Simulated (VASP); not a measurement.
## CaO: single point with r2SCAN

CaO:

```xyz
2
Lattice="0.0000 2.6067 2.5963 2.6067 0.0000 2.5963 2.6067 2.6067 0.0000" Properties=species:S:1:pos:R:3 pbc="T T T"
Ca    0.0000    0.0000    0.0000
O     1.3034    1.3034    1.2982
```

The cell was built by a generator and needn't be a form met in nature.

The cell isn't the ideal one: uniaxial_z strain -0.4%.

```
Program             : VASP 6.6.1
Task                : single point
Functional          : r2SCAN
Potentials or basis : VASP PAW PBE potentials, release 64 (Ca_sv, O)
Cutoff              : 520 eV
k mesh              : 8 × 8 × 8
Occupations         : gaussian, width 0.01 eV
Spin                : no spin polarisation
```

```yaml
Pressure: 1.2 GPa
Band_gap_on_the_k_mesh: 3.74 eV, indirect (least direct gap 4.38 eV)
```

Levels at points of the mesh, in eV from the valence-band top:
| k point | band 6 | band 7 | band 8 | band 9 | band 10 | band 11 |
| --- | --- | --- | --- | --- | --- | --- |
| (0.00, 0.00, 0.00) | -0.64 | -0.64 | -0.63 | 3.74 | 8.65 | 8.68 |
| (0.50, 0.00, 0.00) | -0.99 | -0.37 | -0.37 | 6.59 | 8.54 | 8.55 |
| (0.50, 0.50, 0.00) | -1.43 | -0.01 | -0.01 | 5.35 | 7.23 | 9.76 |
| (0.50, 0.00, 0.50) | -1.44 | 0.00 | 0.00 | 5.34 | 7.22 | 9.76 |

Run time: 78 s on 1 thread of Intel(R) Xeon(R) 6975P-C (Granite Rapids), on a shared host, peak memory 0.17 GiB.

Caveat: the PAW data sets were made with another functional, which shifts forces and pressure a little. A k mesh can miss the band edges.
